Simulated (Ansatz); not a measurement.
# MoTe2: the cost of one run

Computed with Ansatz 0.2.0 (DFT PBE, scalar-relativistic, plane waves, PAW, unless a step's input says otherwise).

The runs add the D3(BJ) dispersion term to the functional named.

**1. Starting point**

It takes space group P2_1/m (No. 11, monoclinic). The conventional cell has a = 6.330 Å, b = 3.469 Å, c = 13.860 Å, α = 90.00°, β = 93.92°, γ = 90.00°. Te (site symmetry m) is surrounded by 3 Mo at 2.70 to 2.71 Å. Around Te (site symmetry m) lie 3 Mo at 2.79 to 2.82 Å. Te (site symmetry m) has 3 Mo at 2.70 Å as nearest neighbours. Around Te (site symmetry m) lie 3 Mo at 2.79 to 2.81 Å. Mo (site symmetry m) is surrounded by 6 Te at 2.70 to 2.81 Å and 2 Mo at 2.90 Å. Mo (site symmetry m) is surrounded by 6 Te at 2.70 to 2.82 Å and 2 Mo at 2.89 Å.

Coordinates:

```cif
data_structure
_symmetry_space_group_name_H-M 'P 1'
_symmetry_Int_Tables_number 1
_cell_length_a 6.3300
_cell_length_b 3.4690
_cell_length_c 13.8600
_cell_angle_alpha 90.000
_cell_angle_beta 93.917
_cell_angle_gamma 90.000
_cell_volume 303.64
loop_
_atom_site_label
_atom_site_type_symbol
_atom_site_fract_x
_atom_site_fract_y
_atom_site_fract_z
_atom_site_occupancy
Te1 Te 0.55680 0.75000 0.35160 1
Te2 Te 0.44320 0.25000 0.64840 1
Te3 Te 0.58880 0.25000 0.10450 1
Te4 Te 0.41120 0.75000 0.89550 1
Te5 Te 0.09700 0.75000 0.14860 1
Te6 Te 0.90300 0.25000 0.85140 1
Te7 Te 0.05630 0.25000 0.39550 1
Te8 Te 0.94370 0.75000 0.60450 1
Mo1 Mo 0.31810 0.75000 0.50660 1
Mo2 Mo 0.68190 0.25000 0.49340 1
Mo3 Mo 0.18330 0.25000 0.00740 1
Mo4 Mo 0.81670 0.75000 0.99260 1
```

The moments start at Mo 2.00 μB.

**2. First run, at the start cell**

Contents of input.yaml:

```yaml
crystal:
  lattice:
    - [6.33, 0.0, 0.0]
    - [0.0, 3.469, 0.0]
    - [-0.9467947088, 0.0, 13.8276237937]
  atoms:
    - { symbol: Te, position: [0.5568, 0.75, 0.3516] }
    - { symbol: Te, position: [0.4432, 0.25, 0.6484] }
    - { symbol: Te, position: [0.5888, 0.25, 0.1045] }
    - { symbol: Te, position: [0.4112, 0.75, 0.8955] }
    - { symbol: Te, position: [0.097, 0.75, 0.1486] }
    - { symbol: Te, position: [0.903, 0.25, 0.8514] }
    - { symbol: Te, position: [0.0563, 0.25, 0.3955] }
    - { symbol: Te, position: [0.9437, 0.75, 0.6045] }
    - { symbol: Mo, position: [0.3181, 0.75, 0.5066], spin: 2.0 }
    - { symbol: Mo, position: [0.6819, 0.25, 0.4934], spin: 2.0 }
    - { symbol: Mo, position: [0.1833, 0.25, 0.0074], spin: 2.0 }
    - { symbol: Mo, position: [0.8167, 0.75, 0.9926], spin: 2.0 }
basis:
  ecutwfc: 420
  ecutrho_ratio: 4
kpoints:
  mp_grid: { grid: [4, 8, 2] }
hamiltonian:
  xc: pbe
  dispersion: d3bj
scf:
  occupations: { method: gaussian, width: 0.05 }
output:
  forces: true
  stress: true
  eigenvalues: true
  populations: true
magnetization:
  spin_polarized: true
relax:
  f_tol: 0.01
  max_steps: 60
  cell: { stress_tol: 0.04 }
```

Command:

```
ansatz run input.yaml --threads 8 --pin off --max-ram 22528MiB --backend cpu --events-out ev --progress --plain --runs-dir out
```

What time and memory should one allow on 8 threads of Arm Neoverse V1, shared host?

About 3.4 min, with a peak of 2.4 GiB.
